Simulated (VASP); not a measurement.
# Ge (I4_1/amd) in VASP: single point with HSE06

Aim: the single point of Ge with HSE06.

Everything below comes from runs of VASP 6.6.1. Logs are shortened: lines on timing, memory, paths and dates and some standing lists are left out, and cuts for length are marked.

## (1) The structure

Symmetry: I4_1/amd, No. 141, tetragonal system. The conventional cell has a = 3.957 Å, b = 3.957 Å, c = 5.884 Å, α = 90.00°, β = 90.00°, γ = 90.00°. Ge (site symmetry -4m2) has 4 Ge at 2.47 Å as nearest neighbours.

## (2) Single point, HSE06

File POSCAR:

```
Ge
1.0
    0.0000000000      2.7981073200      2.9421600000
    2.7981073200      0.0000000000      2.9421600000
    2.7981073200      2.7981073200      0.0000000000
Ge
2
Direct
    0.0000000000      0.0000000000      0.0000000000
    0.2500000000      0.2500000000      0.2500000000
```

File INCAR.step1:

```
  PREC = Accurate
  ENCUT = 520
  EDIFF = 1E-5
  ISMEAR = 0
  SIGMA = 0.02
  LREAL = False
  LASPH = True
  NELM = 80
  ALGO = Normal
  ISIF = 2
  LWAVE = True
  LCHARG = False
  GGA = PE
```

File INCAR.step2:

```
  PREC = Accurate
  ENCUT = 520
  EDIFF = 1E-7
  ISMEAR = 0
  SIGMA = 0.02
  LREAL = False
  LASPH = True
  NELM = 80
  ALGO = Normal
  ISIF = 2
  LWAVE = False
  LCHARG = False
  GGA = PE
  LHFCALC = True
  HFSCREEN = 0.2
  PRECFOCK = Fast
  ISTART = 1
```

File KPOINTS:

```
Automatic mesh
0
Gamma
  6 6 6
```

Potentials or basis: VASP PAW PBE potentials, release 64 (Ge_d).

Launch:

```bash
cat potpaw_PBE.64/Ge_d/POTCAR > POTCAR
cp INCAR.step1 INCAR
mpirun -np 1 vasp_std > vasp.out
cp INCAR.step2 INCAR
mpirun -np 1 vasp_std > vasp.out
```

OUTCAR:

```text
PREC = Accurate
   ENCUT = 520
   EDIFF = 1E-7
   ISMEAR = 0
   LREAL = False
   LASPH = True
   NELM = 80
   ISIF = 2
   GGA = PE
   LHFCALC = True
   HFSCREEN = 0.2
   PRECFOCK = Fast
   ISTART = 1

 ion  position               nearest neighbor table
   1  0.000  0.000  0.000-   2 2.47   2 2.47   2 2.47   2 2.47
   2  0.250  0.250  0.250-   1 2.47   1 2.47   1 2.47   1 2.47

  LATTYP: Found a body centered tetragonal cell.
 ALAT       =     3.9571213209
 C/A-ratio  =     1.4870203673

  Lattice vectors:

 A1 = (  -2.7981073200,   0.0000000000,   2.9421600000)
 A2 = (   2.7981073200,   0.0000000000,   2.9421600000)
 A3 = (   0.0000000000,   2.7981073200,  -2.9421600000)

Analysis of symmetry for initial positions (statically):
=====================================================================
 Subroutine PRICEL returns:
 Original cell was already a primitive cell.

 Routine SETGRP: Setting up the symmetry group for a
 body centered tetragonal supercell.

 Subroutine GETGRP returns: Found 16 space group operations
 (whereof  8 operations were pure point group operations)
 out of a pool of 16 trial point group operations.

The static configuration has the point symmetry D_2d.
 The point group associated with its full space group is D_4h.

Analysis of symmetry for dynamics (positions and initial velocities):
=====================================================================
 Subroutine PRICEL returns:
 Original cell was already a primitive cell.

 Routine SETGRP: Setting up the symmetry group for a
 body centered tetragonal supercell.

 Subroutine GETGRP returns: Found 16 space group operations
 (whereof  8 operations were pure point group operations)
 out of a pool of 16 trial point group operations.

The dynamic configuration has the point symmetry D_2d.
 The point group associated with its full space group is D_4h.

 Subroutine INISYM returns: Found 16 space group operations
 (whereof  8 operations are pure point group operations),
 and found     1 'primitive' translations

----------------------------------------------------------------------------------------

                                     Primitive cell

  volume of cell :      46.0707

  direct lattice vectors                    reciprocal lattice vectors
[... 85 lines left out ...]
   ENCUT  =  520.0 eV  38.22 Ry    6.18 a.u.   7.55  7.55  7.36*2*pi/ulx,y,z
   NELM   =     80;   NELMIN=  2; NELMDL=  0     # of ELM steps
   EDIFF  = 0.1E-06   stopping-criterion for ELM
   LREAL  =      F    real-space projection
   EDIFFG = 0.1E-05   stopping-criterion for IOM
   NSW    =      0    number of steps for IOM
   IBRION =     -1    ionic relax: 0-MD 1-quasi-New 2-CG
   NFREE  =      0    steps in history (QN), initial steepest desc. (CG)
   ISIF   =      2    stress and relaxation
   ISYM   =      3    0-nonsym 1-usesym 2-fastsym
   POTIM  = 0.5000    time-step for ionic-motion
   TEBEG  =    0.0;   TEEND  =   0.0 temperature during run
   PSTRESS=    0.0 pullay stress
   NELECT =      28.0000    total number of electrons
   NUPDOWN=      -1.0000    fix difference up-down
   EMIN   =  10.00;   EMAX   =-10.00  energy-range for DOS
   EFERMI =   0.00;   METHOD = LEGACY
   ISMEAR =     0;   SIGMA  =   0.02  broadening in eV -4-tet -1-fermi 0-gaus
   EFERMI_NEDOS =   21; number of points for ismear=-14 and -15
   IALGO  =     38    algorithm
   IMIX   =      1    mixing-type and parameters
     AMIX     =   0.40;   BMIX     =  1.00
     AMIX_MAG =   1.60;   BMIX_MAG =  1.00
  volume/ion in A,a.u.               =      23.04       155.45
  Fermi-wavevector in a.u.,A,eV,Ry     =   1.386711  2.620503 26.163545  1.922966
  Thomas-Fermi vector in A             =   2.511001
   LORBIT       =      0    0 simple, 1 ext, 2 COOP (PROOUT), +10 PAW based schemes
   GGA     = PE    functional components
   LHFCALC =     T    Hartree Fock is set to
   PRECFOCK=fast      Normal, Fast or Accurate (Low or Medium for compatibility)
   ENCUT4O =  -1.0   cutoff for four orbital integrals eV
   NKREDX  =     1    reduce k-point grid by
   NKREDY  =     1    reduce k-point grid by
   NKREDZ  =     1    reduce k-point grid by
   AEXX    =    0.2500 exact exchange contribution
   HFSCREEN=    0.2000 screening length (either q_TF or 0.3 A-1)
   HFSCREENC=   0.2000 screening length for correlation (either q_TF or 0.3 A-1)
   ENCUTFOCK=  -1.0 apply spherical cutoff to Coloumb kernel
   IVDW    =     0    specifies the selected vdW correction
   LEPSILON=     F    determine dielectric tensor
   LRPA    =     F    only Hartree local field effects (RPA)
 non-spin polarized calculation
 Gauss-broadening in eV      SIGMA  =   0.02
  energy-cutoff  :      520.00
  volume of cell :       46.07
 maximum number of plane-waves:      1267
  NGX = 18; NGY = 18; NGZ = 18

 number of electron      28.0000033 magnetization

 Free energy of the ion-electron system (eV)
  ---------------------------------------------------
  ext. energy  EPLUGINS =         0.00000000
  ---------------------------------------------------
  free energy    TOTEN  =       -10.66363456 eV

  energy without entropy =      -10.66363456  energy(sigma->0) =      -10.66363456

 E-fermi :   4.7842     XC(G=0):  -8.1553

 val. band max:        4.6554929619   @ k =   0.0000   0.0000   0.0000
 cond. band min:       5.1966886497   @ k =   0.0000   0.0000   0.0000
 fundamental gap:      0.5411956877
 Fermi energy:         4.7842025658

 k-point     1 :       0.0000    0.0000    0.0000
  band No.  band energies     occupation
      1     -23.4428      2.00000
      2     -23.4428      2.00000
      3     -23.4323      2.00000
      4     -23.4046      2.00000
      5     -23.4021      2.00000
      6     -23.2195      2.00000
[... 481 lines left out ...]
      5     -23.3217      2.00000
      6     -23.2919      2.00000
[... 10 lines left out ...]
     17      12.1726      0.00000
     18      13.3368      0.00000

 [... further k-points ...]
[... 5 lines left out ...]
  --------------------------------------------------------------------------------------
  -------------------------------------------------------------------------------------
  Total        0.3232666      0.3232666     -1.0078879      0.0000000      0.0000000      0.0000000
  in kB       11.2420735     11.2420735    -35.0507905      0.0000000      0.0000000      0.0000000
  external PRESSURE =      -4.1888812 kB  Pullay stress =       0.0000000 kB

 VOLUME and BASIS-vectors are now :
 -----------------------------------------------------------------------------
  energy-cutoff  :      520.00
  volume of cell :       46.07
      direct lattice vectors                 reciprocal lattice vectors
     0.000000000  2.798107320  2.942160000    -0.178692217  0.178692217  0.169943171
     2.798107320  0.000000000  2.942160000     0.178692217 -0.178692217  0.169943171
     2.798107320  2.798107320  0.000000000     0.178692217  0.178692217 -0.169943171

 POSITION                                       TOTAL-FORCE (eV/Angst)
 -----------------------------------------------------------------------------------
      0.00000      0.00000      0.00000         0.000000      0.000000     -0.000000
      1.39905      1.39905      1.47108        -0.000000     -0.000000      0.000000
 -----------------------------------------------------------------------------------
    total drift:                                0.000000      0.000000      0.000000

  FREE ENERGIE OF THE ION-ELECTRON SYSTEM (eV)
  ---------------------------------------------------
  free  energy   TOTEN  =       -10.6636345582 eV

  energy  without entropy=      -10.6636345582  energy(sigma->0) =      -10.66363456
```

OUTCAR.step1:

```text
PREC = Accurate
   ENCUT = 520
   EDIFF = 1E-5
   ISMEAR = 0
   LREAL = False
[... 730 lines left out ...]
      0.00000      0.00000      0.00000         0.000000      0.000000     -0.000000
      1.39905      1.39905      1.47108        -0.000000     -0.000000      0.000000
 -----------------------------------------------------------------------------------
    total drift:                                0.000000      0.000000      0.000000

  FREE ENERGIE OF THE ION-ELECTRON SYSTEM (eV)
  ---------------------------------------------------
  free  energy   TOTEN  =        -8.9630746595 eV

  energy  without entropy=       -8.9629082040  energy(sigma->0) =       -8.96299143
```

OSZICAR.step1:

```text
N       E                     dE             d eps       ncg     rms          rms(c)
DAV:   1     0.162298464282E+03    0.16230E+03   -0.15361E+04  1094   0.415E+03
DAV:   2     0.115776596817E+02   -0.15072E+03   -0.14850E+03  1080   0.535E+02
DAV:   3    -0.842038305370E+01   -0.19998E+02   -0.19855E+02  1198   0.146E+02
DAV:   4    -0.903694926061E+01   -0.61657E+00   -0.61573E+00  1226   0.296E+01
DAV:   5    -0.904729079837E+01   -0.10342E-01   -0.10341E-01  1240   0.404E+00    0.313E+00
DAV:   6    -0.899046241654E+01    0.56828E-01   -0.24074E-02  1162   0.170E+00    0.186E+00
DAV:   7    -0.896109066600E+01    0.29372E-01   -0.54955E-02  1144   0.229E+00    0.142E-01
DAV:   8    -0.896299090375E+01   -0.19002E-02   -0.67641E-03  1228   0.115E+00    0.356E-02
DAV:   9    -0.896305049656E+01   -0.59593E-04   -0.20147E-04  1248   0.247E-01    0.160E-02
DAV:  10    -0.896307291733E+01   -0.22421E-04   -0.60958E-05  1172   0.111E-01    0.462E-03
DAV:  11    -0.896307465954E+01   -0.17422E-05   -0.86147E-06   646   0.601E-02
   1 F= -.89630747E+01 E0= -.89629914E+01  d E =-.166456E-03
```

Run time: 53 min. Hardware: 1 thread of Intel Xeon 6975P-C (Granite Rapids), shared host; peak memory 0.3 GiB.

What came out:

```
Free energy            : -10.6636 eV
Pressure               : -0.4 GPa
Band gap on the k mesh : 0.54 eV, direct
```

Stress tensor (GPa, compression positive):
```
 1.12  0.00  0.00
 0.00  1.12  0.00
 0.00  0.00 -3.51
```

Caveat: the PAW data sets were made with another functional, which shifts forces and pressure a little. A k mesh can miss the band edges.
